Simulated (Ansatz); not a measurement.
# Al16O: the cost of one run

Method: DFT PBE, scalar-relativistic, plane waves, PAW, in Ansatz 0.2.0.

2 further runs of the same task are left out: 2 set aside as unsound or not needed.

### 1 Starting point

Symmetry: Pmm2, No. 25, orthorhombic system. Conventional cell: a = 5.714 Å, b = 8.080 Å, c = 19.743 Å, α = 90.00°, β = 90.00°, γ = 90.00°. Around Al (site symmetry m) lie 7 Al at 2.86 to 2.90 Å. Al (site symmetry m) has 11 Al at 2.81 to 2.88 Å as nearest neighbours. Al (site symmetry m) is surrounded by 11 Al at 2.81 to 2.90 Å and 1 O at 3.05 Å. Al (site symmetry m) has 11 Al at 2.81 to 2.90 Å as nearest neighbours. Al (site symmetry m) is surrounded by 1 O at 1.72 Å. Around Al (site symmetry m) lie 7 Al at 2.81 to 2.86 Å. Only part of the 9 independent sites is listed.

Structure file:

```cif
data_structure
_symmetry_space_group_name_H-M 'Pmm2'
_symmetry_Int_Tables_number 25
_cell_length_a 5.7135
_cell_length_b 8.0801
_cell_length_c 19.7433
_cell_angle_alpha 90.000
_cell_angle_beta 90.000
_cell_angle_gamma 90.000
_cell_volume 911.47
loop_
_atom_site_label
_atom_site_type_symbol
_atom_site_symmetry_multiplicity
_atom_site_Wyckoff_symbol
_atom_site_fract_x
_atom_site_fract_y
_atom_site_fract_z
_atom_site_occupancy
Al1 Al 2 g 0.00000 0.25000 0.20260 1
Al2 Al 2 h 0.50000 0.25000 0.20260 1
Al3 Al 2 e 0.75000 0.00000 0.27495 1
Al4 Al 2 f 0.75000 0.50000 0.27495 1
Al5 Al 2 g 0.00000 0.25000 0.34955 1
Al6 Al 2 h 0.50000 0.25000 0.34955 1
Al7 Al 2 e 0.75000 0.00000 0.41752 1
Al8 Al 2 f 0.75000 0.50000 0.41752 1
O1 O 1 a 0.00000 0.00000 0.46560 1
```

This is the geometry of the first run shown, built on a cell relaxed beforehand with the same method.

### 2 Plan of the line

Atoms count from 1 in the order of the input.

O is moved over the surface cell; relaxed at each place: the height of the adsorbate's atoms; substrate rigid; the origin of the map has the adsorbate above Al13.

- position of O17 along the first surface vector, from above Al13: 6 values from 0.000 to 0.833, periodic
- position of O17 along the second surface vector, from above Al13: 10 values from 0.0 to 0.9, periodic

Relaxed at each point: the height of the adsorbate's atoms; substrate rigid. Points are written as (first, second).

The two vectors of the plane (Å): (2.857, 0.000, 0.000); (0.000, 4.040, 0.000).

### 3 Grid point (3/6, 0/10) of the map's two axes

File input.yaml:

```yaml
crystal:
  lattice:
    - [5.7135165838, 0.0, 0.0]
    - [0.0, 8.0801326417, 0.0]
    - [0.0, 0.0, 19.7432787023]
  atoms:
    - { symbol: Al, position: [0.25, 0.25, 0.2026005944] }
    - { symbol: Al, position: [0.25, 0.75, 0.2026005944] }
    - { symbol: Al, position: [0.75, 0.25, 0.2026005944] }
    - { symbol: Al, position: [0.75, 0.75, 0.2026005944] }
    - { symbol: Al, position: [0.0, 0.0, 0.2749482104] }
    - { symbol: Al, position: [0.0, 0.5, 0.2749482104] }
    - { symbol: Al, position: [0.5, 0.0, 0.2749482104] }
    - { symbol: Al, position: [0.5, 0.5, 0.2749482104] }
    - { symbol: Al, position: [0.25, 0.25, 0.3495466405] }
    - { symbol: Al, position: [0.25, 0.75, 0.3495466405] }
    - { symbol: Al, position: [0.75, 0.25, 0.3495466405] }
    - { symbol: Al, position: [0.75, 0.75, 0.3495466405] }
    - { symbol: Al, position: [0.0, 0.0, 0.4175232912] }
    - { symbol: Al, position: [0.0, 0.5, 0.4175232912] }
    - { symbol: Al, position: [0.5, 0.0, 0.4175232912] }
    - { symbol: Al, position: [0.5, 0.5, 0.4175232912] }
    - { symbol: O, position: [0.25, 0.0, 0.4656038392] }
basis:
  ecutwfc: 420
kpoints:
  mp_grid: { grid: [5, 4, 1] }
hamiltonian:
  xc: pbe
  pseudopotentials: { kind: paw, azcp: { folder: soft_1 } }
scf:
  occupations: { method: gaussian, width: 0.1 }
output:
  forces: true
  eigenvalues: true
relax:
  adjacent_minimum: "off"
  f_tol: 0.025
  max_steps: 16
  constraints:
    - { sites: [0, 1, 2, 3, 4, 5, 6, 7, 8, 9, 10, 11, 12, 13, 14, 15] }
    - { sites: [16], fix: xy }
efield:
  axis: 3
  dipole_correction: true
  ramp_width: 0.04
```

On the command line:

```sh
ansatz run input.yaml --threads 2 --pin off --max-ram 6144MiB --backend cpu --events-out ev --progress --plain --runs-dir out
```

What time and memory should one allow on 2 threads of Intel Xeon 6975P-C (Granite Rapids), shared host?

About 38 s, with a peak of 1.1 GiB.
